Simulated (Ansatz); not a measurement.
Ansatz input file:

```yaml
crystal:
  lattice:
    - [2.6663134161, 0.0, 0.0]
    - [0.0, 2.6663134161, 0.0]
    - [0.0, 0.0, 7.2716566131]
  atoms:
    - { symbol: Al, position: [0.0, 0.0, 0.5] }
    - { symbol: Al, position: [0.5, 0.5, 0.2246115363] }
    - { symbol: Al, position: [0.5, 0.5, 0.7753884637] }
    - { symbol: Cu, position: [0.0, 0.0, 0.0] }
basis:
  ecutwfc: 420
kpoints:
  mp_grid: { grid: [16, 16, 6] }
hamiltonian:
  xc: pbesol
scf:
  occupations: { method: gaussian, width: 0.1 }
output:
  forces: true
  stress: true
  eigenvalues: true
relax:
  adjacent_minimum: "off"
  f_tol: 0.01
  max_steps: 30
  cell: { stress_tol: 0.1, fix: [volume] }
```

Launched with
```bash
ansatz run input.yaml --threads 1 --pin off --max-ram 2560MiB --backend cpu --events-out ev --progress --plain --runs-dir out
```

Computed with DFT PBEsol, scalar-relativistic, plane waves, PAW (Ansatz 0.2.0).

From the run's log, abridged:

```
Pseudopotentials: kind: paw
Pseudopotential: Al, paw, valence charge 3, recommended cutoff 420 eV (normal)
Pseudopotential: Cu, paw, valence charge 19, recommended cutoff 420 eV (normal)
Functional definition: PBEsol
Crystal: 4 atoms, lattice volume = 51.696 Å³
Basis set: ecut = 420 eV, 1005 PW (Γ), exchange–correlation on 36×36×100 points (8 copies of the dense FFT grid, shifted against one another)
Bands: 18, of which v1, the nominal top of the filled ones, is band 14 counted from 1 (13 counted from 0)
Symmetry: 16 space group operations
Space group: P4/mmm (ITA 123), of the structure as read, at distance tolerance 3.7e-5 Å
k-points: 180 of 1536
Initial density: superposition of atomic densities (neutral atoms: chi_scale 0, normalization atom), corrected by the library's trained network
Initial wavefunctions: pseudopotential atomic-orbital guess
Functional: x = pbesol(κ = 0.804, μ = 0.12345679), c = pbesol(β = 0.046)
SCF iter   1: F=—  HF=-8162.474811 eV  |F-HF|=—  |Δ(HF+E_count)|=         —  Δρ=1.08e-2  dr2=4.56e-2  ethr=1.77e-3  ⟨swp⟩=6.3  Hψ=17773  notcnv=0
SCF iter   2: F=—  HF=-8162.469213 eV  |F-HF|=—  |Δ(HF+E_count)|=   5.60e-3  Δρ=4.75e-3  dr2=3.35e-2  ethr=1.63e-4  ⟨swp⟩=2.0  Hψ=6753  notcnv=0  defer=21
SCF iter   3: F=—  HF=-8162.464783 eV  |F-HF|=—  |Δ(HF+E_count)|=   4.43e-3  Δρ=1.32e-3  dr2=3.67e-3  ethr=1.20e-4  ⟨swp⟩=2.0  Hψ=4057  notcnv=0  defer=21
SCF iter   4: F=—  HF=-8162.464068 eV  |F-HF|=—  |Δ(HF+E_count)|=   7.15e-4  Δρ=8.02e-4  dr2=1.94e-4  ethr=1.31e-5  ⟨swp⟩=2.0  Hψ=4529  notcnv=0  defer=20
SCF iter   5: F=—  HF=-8162.464033 eV  |F-HF|=—  |Δ(HF+E_count)|=   3.48e-5  Δρ=9.03e-5  dr2=3.33e-6  ethr=6.92e-7  ⟨swp⟩=1.6  Hψ=3938  notcnv=0  defer=20
SCF iter   6: F=—  HF=-8162.463823 eV  |F-HF|=—  |Δ(HF+E_count)|=   2.09e-4  Δρ=1.46e-5  dr2=3.91e-7  ethr=1.19e-8  ⟨swp⟩=2.0  Hψ=4864  notcnv=0  defer=14
SCF iter   7: F=-8162.463823 eV  HF=-8162.463823 eV  |F-HF|=8.31e-9  |Δ(HF+E_count)|=   7.77e-8  Δρ=2.99e-6  dr2=1.10e-8  ethr=3.57e-10  ⟨swp⟩=5.4  Hψ=13094  notcnv=0
SCF 1 converged in 7 iterations: F = -8162.463823 eV  dr2 = 1.10e-8
relax step   1: F+E_penalty+E_count = -8162.46382332 eV  Δ(F+E_penalty+E_count) = +0.000e0 eV  max|allowed force component| = 8.145e-2 eV/Å  Δτ_max = 0.0000 Å  P = +17.067 GPa  Ω = 51.696 Å³  fix = [volume]  reactions: volume +17.067 GPa (7 SCF iters, dr2 threshold 1.00e-7 eV, accepted)
Initial density: handed on by an earlier stage of this run
Initial wavefunctions: those handed on with the density
SCF iter   1: F=—  HF=-8162.464778 eV  |F-HF|=—  |Δ(HF+E_count)|=         —  Δρ=4.46e-4  dr2=9.17e-4  ethr=3.23e-6  ⟨swp⟩=1.0  Hψ=15637  notcnv=0
SCF iter   2: F=—  HF=-8162.464712 eV  |F-HF|=—  |Δ(HF+E_count)|=   6.55e-5  Δρ=3.94e-4  dr2=3.41e-4  ethr=3.23e-6  ⟨swp⟩=2.2  Hψ=4422  notcnv=0
SCF iter   3: F=—  HF=-8162.464438 eV  |F-HF|=—  |Δ(HF+E_count)|=   2.74e-4  Δρ=8.73e-5  dr2=3.73e-6  ethr=1.22e-6  ⟨swp⟩=2.3  Hψ=4475  notcnv=0
SCF iter   4: F=—  HF=-8162.464437 eV  |F-HF|=—  |Δ(HF+E_count)|=   7.98e-7  Δρ=3.52e-5  dr2=4.46e-7  ethr=1.33e-8  ⟨swp⟩=2.3  Hψ=5448  notcnv=0
SCF iter   5: F=-8162.464437 eV  HF=-8162.464437 eV  |F-HF|=1.87e-9  |Δ(HF+E_count)|=   7.51e-8  Δρ=3.86e-6  dr2=3.69e-9  ethr=1.59e-9  ⟨swp⟩=2.4  Hψ=4812  notcnv=0
SCF iter   6: F=-8162.464437 eV  HF=-8162.464437 eV  |F-HF|=4.26e-10  |Δ(HF+E_count)|=   2.53e-9  Δρ=1.44e-6  dr2=8.33e-10  ethr=1.32e-11  ⟨swp⟩=1.9  Hψ=9661  notcnv=0
SCF 2 converged in 6 iterations: F = -8162.464437 eV  dr2 = 8.33e-10
relax step   2: F+E_penalty+E_count = -8162.46443698 eV  Δ(F+E_penalty+E_count) = -6.137e-4 eV  max|allowed force component| = 3.153e-2 eV/Å  Δτ_max = 0.0054 Å  P = +16.981 GPa  Ω = 51.696 Å³  energy of the carried Pulay correction = +1.318e-15 eV  fix = [volume]  reactions: volume +16.981 GPa (6 SCF iters, dr2 threshold 4.00e-7 eV, accepted)
SCF iter   1: F=—  HF=-8162.464792 eV  |F-HF|=—  |Δ(HF+E_count)|=         —  Δρ=2.56e-4  dr2=2.94e-4  ethr=1.04e-6  ⟨swp⟩=1.1  Hψ=15476  notcnv=0
SCF iter   2: F=—  HF=-8162.464774 eV  |F-HF|=—  |Δ(HF+E_count)|=   1.82e-5  Δρ=2.30e-4  dr2=1.15e-4  ethr=1.04e-6  ⟨swp⟩=2.2  Hψ=4506  notcnv=0
SCF iter   3: F=—  HF=-8162.464753 eV  |F-HF|=—  |Δ(HF+E_count)|=   2.05e-5  Δρ=5.22e-5  dr2=1.30e-6  ethr=4.11e-7  ⟨swp⟩=2.4  Hψ=4519  notcnv=0
SCF iter   4: F=—  HF=-8162.464551 eV  |F-HF|=—  |Δ(HF+E_count)|=   2.03e-4  Δρ=2.08e-5  dr2=1.43e-7  ethr=4.64e-9  ⟨swp⟩=2.0  Hψ=5040  notcnv=0
SCF iter   5: F=-8162.464551 eV  HF=-8162.464551 eV  |F-HF|=3.98e-10  |Δ(HF+E_count)|=   2.41e-8  Δρ=2.44e-6  dr2=1.69e-9  ethr=5.09e-10  ⟨swp⟩=2.2  Hψ=4759  notcnv=0
SCF iter   6: F=-8162.464551 eV  HF=-8162.464551 eV  |F-HF|=1.35e-10  |Δ(HF+E_count)|=  7.80e-10  Δρ=1.07e-6  dr2=3.88e-10  ethr=6.04e-12  ⟨swp⟩=1.8  Hψ=9929  notcnv=0
SCF 3 converged in 6 iterations: F = -8162.464551 eV  dr2 = 3.88e-10
relax step   3: F+E_penalty+E_count = -8162.46455051 eV  Δ(F+E_penalty+E_count) = -1.135e-4 eV  max|allowed force component| = 1.261e-3 eV/Å  Δτ_max = 0.0033 Å  P = +16.934 GPa  Ω = 51.696 Å³  energy of the carried Pulay correction = +3.572e-16 eV  fix = [volume]  reactions: volume +16.934 GPa (6 SCF iters, dr2 threshold 6.21e-8 eV, accepted)
Initial wavefunctions: pseudopotential atomic-orbital guess (no wavefunctions were taken with the density)
SCF iter   1: F=—  HF=-8162.464750 eV  |F-HF|=—  |Δ(HF+E_count)|=         —  Δρ=2.91e-6  dr2=3.77e-9  ethr=5.39e-8  ⟨swp⟩=2.9  Hψ=25775  notcnv=0
SCF iter   2: F=—  HF=-8162.464546 eV  |F-HF|=—  |Δ(HF+E_count)|=   2.03e-4  Δρ=1.72e-6  dr2=5.22e-9  ethr=1.35e-11  ⟨swp⟩=3.1  Hψ=6931  notcnv=0
SCF iter   3: F=—  HF=-8162.464546 eV  |F-HF|=—  |Δ(HF+E_count)|=  5.84e-10  Δρ=1.14e-6  dr2=5.81e-10  ethr=1.35e-11  ⟨swp⟩=1.8  Hψ=3488  notcnv=0
SCF iter   4: F=—  HF=-8162.464546 eV  |F-HF|=—  |Δ(HF+E_count)|=  2.46e-11  Δρ=7.29e-7  dr2=3.44e-10  ethr=2.07e-12  ⟨swp⟩=1.8  Hψ=4083  notcnv=0
SCF iter   5: F=-8162.464546 eV  HF=-8162.464546 eV  |F-HF|=4.18e-11  |Δ(HF+E_count)|=  8.19e-12  Δρ=2.69e-7  dr2=3.84e-11  ethr=1.23e-12  ⟨swp⟩=2.0  Hψ=4629  notcnv=0
SCF iter   6: F=-8162.464546 eV  HF=-8162.464546 eV  |F-HF|=3.64e-12  |Δ(HF+E_count)|=  1.27e-11  Δρ=1.80e-8  dr2=4.48e-13  ethr=1.00e-12  ⟨swp⟩=2.9  Hψ=10206  notcnv=0
SCF 4 converged in 6 iterations: F = -8162.464546 eV  dr2 = 4.48e-13
SCF converged after 6 iterations
Free energy (F): -8162.464546 eV
Harris-Foulkes:  -8162.464546 eV  (|F-HF|=3.64e-12)
Internal energy: -8162.456474 eV  (E = F + TS)
E sigma→0 (E₀):  -8162.460510 eV
Entropy (-TS):   -0.008072 eV (-2.018 meV/atom)
Fermi energy:    11.952836 eV
--- Per-component energies (eV) ---
  E_band       = -414.015666
  E_kinetic    = 379.104897
  E_local      = -7394.482791  (includes V_loc(G=0)·N_el)
  E_nonlocal   = 419.350114
  E_hartree    = 3422.825604
  E_xc         = -212.739843
  E_vxc        = -209.983757  (∫ρ·V_xc dr)
  E_paw        = -2987.376741  (= ΣΔE_a)
  E_vpaw       = -453.655647  (= ΣTr[D̂ρ^β])
  E_aug_tail   = 0.000250  (compensation charges beyond the density's cutoff)
  E_ewald      = -1789.401584
  E_core_change = 0.263619  (= ΣΔE_core)
  E_smearing   = -0.008072  (= −TS)
--- Forces (eV/Å), atoms counted from 1 ---
  atom   1  Al     0.00000000     0.00000000     0.00000000
  atom   2  Al     0.00000000     0.00000000     0.00126866
  atom   3  Al     0.00000000     0.00000000    -0.00126866
  atom   4  Cu     0.00000000     0.00000000     0.00000000
--- Stress (GPa, compression-positive) ---
       16.922971       0.000000       0.000000
        0.000000      16.922971       0.000000
        0.000000       0.000000      16.955333
  P = ⅓ Tr σ = 16.9338 GPa (169.338 kbar)
--- Band table (eV; the first three rows and the last of 180) ---
  k-point 0: bands = ["-101.7627", "-59.3305", "-59.2300", "-59.2300", "-0.2218", "2.4196", "2.7032", "6.8668", "6.9910", "7.9710", "7.9710", "8.4479", "9.9417", "12.6485", "18.3378", "19.2167", "19.2167", "20.0220"]
  k-point 1: bands = ["-101.7627", "-59.3305", "-59.2300", "-59.2300", "-0.1431", "1.7189", "3.5276", "6.8669", "6.9174", "7.9710", "7.9710", "8.4479", "9.2859", "13.5026", "18.3278", "19.2897", "19.2897", "20.0218"]
  k-point 2: bands = ["-101.7627", "-59.3305", "-59.2300", "-59.2300", "0.0917", "1.0333", "4.5609", "6.5771", "6.8669", "7.9709", "7.9709", "8.3924", "8.4479", "15.1008", "18.3082", "19.3871", "19.5057", "19.5057"]
  k-point 179: bands = ["-101.7578", "-59.3245", "-59.2616", "-59.2616", "5.9407", "6.7206", "6.7206", "7.6612", "8.9005", "9.9000", "9.9000", "10.0348", "10.0348", "11.2672", "11.3098", "12.5219", "14.2600", "15.1639"]
--- Relaxed structure (3 steps of the walk, 3 accepted, 1 SCFs on fresh bases) ---
  F+E_penalty+E_count = -8162.46454631 eV   max|allowed force component| = 1.269e-3 eV/Å   (the final SCF, on the basis selected at the relaxed cell)
  cell:  # Å, volume = 51.6959 Å³
    - [2.66715272, 0.0, 0.0]
    - [0.0, 2.66715272, 0.0]
    - [0.0, 0.0, 7.26708081]
  atoms:
    - { symbol: Al, position: [0.0, 0.0, 0.5] }
    - { symbol: Al, position: [0.5, 0.5, 0.22581202] }
    - { symbol: Al, position: [0.5, 0.5, 0.77418797] }
    - { symbol: Cu, position: [0.0, 0.0, 0.0] }
```

The relaxation met its thresholds.

It took 29 s on 1 thread of Arm Neoverse V2, on a shared host, peak memory 0.43 GiB.